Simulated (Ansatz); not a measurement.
# BN (Fmm2) in Ansatz: notebook, part 2 of 3

Ansatz 0.2.0. Earlier steps stand in the parts before.

### 3 Band structure, HSE06

The input, input:

```
crystal:
  lattice:
    - [0.0, 3.49531583, 2.16609124]
    - [1.2516321, 0.0, 2.16609124]
    - [1.2516321, 3.49531583, 0.0]
  atoms:
    - { symbol: "N", position: [0.66665134, 0.66665134, 0.33334866] }
    - { symbol: B, position: [4.865e-05, 4.865e-05, 0.99995135] }
hamiltonian:
  xc: hse06
  pseudopotentials: { kind: paw }
kpoints:
  mp_grid: { grid: [7, 7, 7] }
  band_path:
    path:
      - [[0.0, 0.0, 0.0], [-0.5, -0.5, 0.0], [-1.0, -0.5, -0.5], [-0.5, 0.0, -0.5], [0.0, 0.0, 0.0], [0.0, -0.3655286517, -0.3655286517], [-0.5, -0.6985850042, -0.1985850042], [-0.5, -0.5, 0.0]]
      - [[-1.0, -0.5, -0.5], [-1.0, -0.6344713483, -0.6344713483]]
      - [[0.0, -0.3655286517, -0.3655286517], [-0.5, -0.3014149958, -0.8014149958], [-0.5, 0.0, -0.5]]
      - [[-0.5, -0.5, -0.5], [0.0, 0.0, 0.0]]
    npoints: 4
scf:
  occupations: { method: fermi_dirac, width: 0.05 }
  n_extra_bands: 6
output:
  forces: true
  stress: true
  eigenvalues: true
  fatbands: false
```

Potentials or basis: Ansatz PAW.

The log of the run:

```text
Warning: output.stress: scf.convergence.dr2_threshold = 1e-7 eV (the SCF's general default) is looser than the 2e-10 eV advised for a printed stress (1e-10 eV for each atom of the cell: 2). What an SCF threshold leaves in a stress goes as its square root, and in the free energy as the threshold itself, and one threshold admits the most on a small cell: of the crystals measured, under no hybrid functional and no lock of the moments, on runs that ended without the residual-converged pass, on stresses that held no estimate of that error, the worst erred by over 100 MPa in a component at 1e-7 eV an atom and by under 5 at 1e-10. Set scf.convergence.dr2_threshold to 2e-10 eV or tighter. The threshold is an SCF's pass mark: one that does not reach it within its budget of iterations ends unconverged, or closes short of it on a stop that the run arms, and scf.convergence.dr2_threshold's page says what that costs each kind of run
Warning: output.stress: scf.exx.energy_threshold = 1e-6 eV is looser than the 2e-8 eV advised for a stress under a hybrid functional (1e-8 eV for each atom of the cell: 2). Every SCF of the exchange loop can meet its threshold on dr2 while the loop round them stops early: no threshold on dr2 bounds what that leaves in the stress. Set scf.exx.energy_threshold to 2e-8 eV or tighter. The threshold is the loop's pass mark: a loop that does not reach it within its budget of cycles ends unconverged, and scf.exx.energy_threshold's page has the law
scf.n_extra_bands = 6 over 4 filled bands (N_el = 8.0): the run solves 10 bands
GPUs: using 1 of 1 available (devices: 1).
Engine: ansatz 0.2.0, x86_64-unknown-linux-gnu
Pseudopotentials: kind: paw
Pseudopotential: N, paw, valence charge 5, recommended cutoff 420 eV (normal), N.paw.azcp
Pseudopotential: B, paw, valence charge 3, recommended cutoff 420 eV (normal), B.paw.azcp
Functional definition: HSE06
  parameter a = 0.25
  parameter omega = 0.11/bohr
  exchange = pbe_x - a*pbe_x_sr(omega) + a*exact_x_sr(omega)
  correlation = pbe_c
device memory: the entry about to start is reckoned to put 0.6 GiB on a device that reports 59.4 GiB free (of which the cap on the GPU budget leaves the run 18.0 GiB)
GPU FFT provider: cuFFT
GPU libraries: cuBLAS 13.8.2, cuFFT 12.4.0, cuSOLVER 12.3.4
Crystal: 2 atoms, lattice volume = 18.953 Å³
Basis set: ecut = 420 eV, 365 PW (Γ), exchange–correlation on 60×36×50 points (8 copies of the dense FFT grid, shifted against one another)
Bands: 10, of which v1, the nominal top of the filled ones, is band 4 counted from 1 (3 counted from 0)
Symmetry: 4 space group operations
Space group: Fmm2 (ITA 42), of the structure as read, at distance tolerance 2.7e-5 Å
k-points: 64 of 343 (time reversal used)
Non-local potential: N, projectors of the file, l = 0: 2, l = 1: 2, l = 2: 1
Non-local potential: B, projectors of the file, l = 0: 2, l = 1: 2, l = 2: 1
PAW form: soft (Blöchl's): semilocal exchange-correlation on the pseudo side does not see the compensation charge
PAW frozen core: N, regenerated for the run's functional, and the local potential with it (the file was generated under x = pbe(κ = 0.804, μ = 0.2195149727645171), c = pbe(β = 0.06672455060314922))
PAW frozen core: B, regenerated for the run's functional, and the local potential with it (the file was generated under x = pbe(κ = 0.804, μ = 0.2195149727645171), c = pbe(β = 0.06672455060314922))
PAW one-centre angular grid: N, 110 points (default); XC on 64 Gauss nodes
PAW one-centre angular grid: B, 110 points (default); XC on 64 Gauss nodes
Initial density: superposition of atomic densities (neutral atoms: chi_scale 0, normalization atom), corrected by the library's trained network
[... 41 lines left out ...]
SCF 3 converged in 3 iterations: F = -542.526678 eV  dr2 = 1.51e-9
  Residual-converged pass: ⟨swp⟩=3.0  Hψ=1146  notcnv=0  max |occ|·‖R‖ = 4.4e-7 eV (tolerance 4.4e-7 eV)  dr2=1.50e-9  dr2_onsite=1.58e-10  max |Δocc| = 0.0e0
hybrid outer 2: dexx = +8.581e-8 eV, tail = 5.00e-9 eV, Δε = 1.93e-3 eV (about 6.06e-5 eV left of the loop's levels), ΔF = 1.07e-4 eV/Å (tail 2.05e-4)
device memory: the entry about to start is reckoned to put 0.3 GiB on a device that reports 61.3 GiB free (of which the cap on the GPU budget leaves the run 18.0 GiB)
NSCF: frozen V_eff on 48 k-points, pencils in batches of 32, up to order 48
hybrid SCF converged: 2 outer / 9 inner (+2 warm-up), last move |dexx| = 8.58e-8 eV, tail = 5.00e-9 eV
Stability not checked: this state was not tested for a lower state beside it, because the functional holds exact exchange (a hybrid, or Hartree-Fock), whose exchange loop this test does not read (fock_operator; see scf.lower_state_search)
Free energy (F): -542.526678 eV
Frozen-core exchange: fock
Harris-Foulkes:  -542.526678 eV  (|F-HF|=8.34e-10)
Internal energy: -542.526678 eV  (E = F + TS)
E sigma→0 (E₀):  -542.526678 eV
Fermi energy:    6.102637 eV
--- Per-component energies (eV) ---
  E_band       = -35.632033
  E_kinetic    = 183.483451
  E_local      = -372.651120  (includes V_loc(G=0)·N_el)
  E_nonlocal   = 56.846765
  E_hartree    = 123.233708
  E_xc         = -74.609591
  E_vxc        = -91.660463  (∫ρ·V_xc dr)
  E_exx        = -19.386515  (= α·E_x^exact, valence–valence)
  E_paw        = -205.124992  (= ΣΔE_a)
  E_vpaw       = -19.344923  (= ΣTr[D̂ρ^β])
  E_aug_tail   = 0.000099  (compensation charges beyond the density's cutoff)
  E_ewald      = -234.283781
  E_core_change = -0.034703  (= ΣΔE_core)
  E_smearing   = -0.000000  (= −TS)
  E_closure    = -0.000000  (closes the sum)
  Σ components = -542.526678   (vs F -542.526678, Δ=-1.14e-13)
--- Forces (eV/Å), atoms counted from 1 ---
  atom   1  N      0.00000000    -0.00000000    -0.01022610
  atom   2  B     -0.00000000     0.00000000     0.01022490
  max |Σ_I F_I| component: 1.20e-6 eV/Å
--- Stress (GPa, compression-positive) ---
       -3.000932       0.000000       0.000000
        0.000000       1.394758      -0.000000
        0.000000      -0.000000      -2.983499
  P = ⅓ Tr σ = -1.5299 GPa (-15.299 kbar)
--- Band table (eV; the first three rows and the last of 64) ---
  k-point 0: bands = ["-16.1401", "-1.3821", "1.8521", "1.8607", "9.5264", "16.8069", "16.8745", "18.7374", "19.7866", "30.8814"]
  k-point 1: bands = ["-15.7031", "-0.9379", "0.2222", "1.1173", "10.4246", "16.5790", "17.2192", "18.5903", "21.0965", "28.3909"]
  k-point 2: bands = ["-14.4840", "-3.0877", "-0.2072", "0.3728", "12.2361", "14.1263", "16.2914", "22.7513", "23.3254", "24.8086"]
  k-point 63: bands = ["-12.5348", "-6.1968", "-2.3001", "3.1786", "10.5193", "15.9105", "17.5704", "19.3856", "21.2743", "26.8442"]
```

Wall time 3.2 min (1 × NVIDIA H100 80GB HBM3 with 2 threads of AMD EPYC 7R13 (Zen 3), shared host); peak memory 2 GiB.

Results:

```yaml
Free_energy: -542.5267 eV
Pressure: -1.5 GPa
Largest_force: 0.010 eV/Å
Band_gap_along_the_path: 5.01 eV, indirect (least direct gap 6.02 eV)
```

Forces in eV/Å, atoms in the order of the input:
```
N    0.000  0.000 -0.010
B    0.000  0.000  0.010
```

Levels at the corners of the path, in eV from the valence-band top:
| point | band 2 | band 3 | band 4 | band 5 | band 6 | band 7 |
| --- | --- | --- | --- | --- | --- | --- |
| Γ | -4.99 | -1.76 | -1.75 | 5.92 | 13.20 | 13.26 |
| Y | -10.09 | -4.78 | -0.64 | 7.18 | 10.83 | 13.53 |
| T | -9.89 | -4.83 | -1.66 | 5.01 | 11.38 | 16.05 |
| Z | -6.75 | -1.78 | -1.75 | 11.09 | 13.14 | 13.22 |
| Γ | -4.99 | -1.76 | -1.75 | 5.92 | 13.20 | 13.26 |
| X | -9.03 | -7.71 | -0.63 | 5.47 | 13.63 | 15.19 |
| A1 | -8.95 | -7.85 | -0.49 | 6.33 | 14.60 | 15.03 |
| Y | -10.09 | -4.78 | -0.64 | 7.18 | 10.83 | 13.53 |
| T | -9.89 | -4.83 | -1.66 | 5.01 | 11.38 | 16.05 |
| X1 | -9.03 | -7.71 | -0.63 | 5.47 | 13.63 | 15.19 |
| X | -9.03 | -7.71 | -0.63 | 5.47 | 13.63 | 15.19 |
| A | -8.95 | -7.85 | -0.49 | 6.33 | 14.60 | 15.03 |
| Z | -6.75 | -1.78 | -1.75 | 11.09 | 13.14 | 13.22 |
| L | -9.99 | -4.79 | -1.17 | 5.88 | 11.31 | 14.75 |
| Γ | -4.99 | -1.76 | -1.75 | 5.92 | 13.20 | 13.26 |

Caveat: the k mesh is coarse (spacing up to 0.43 Å⁻¹), so the values aren't converged, least of all with exact exchange; the pressure holds a Pulay correction of +0.4 GPa for the finite cutoff; the PAW data sets come from PBE, with cores solved anew for the run's functional, which leaves a small shift of forces and pressure; the thresholds are loose for stress.

(Continued in part 3 of 3.)
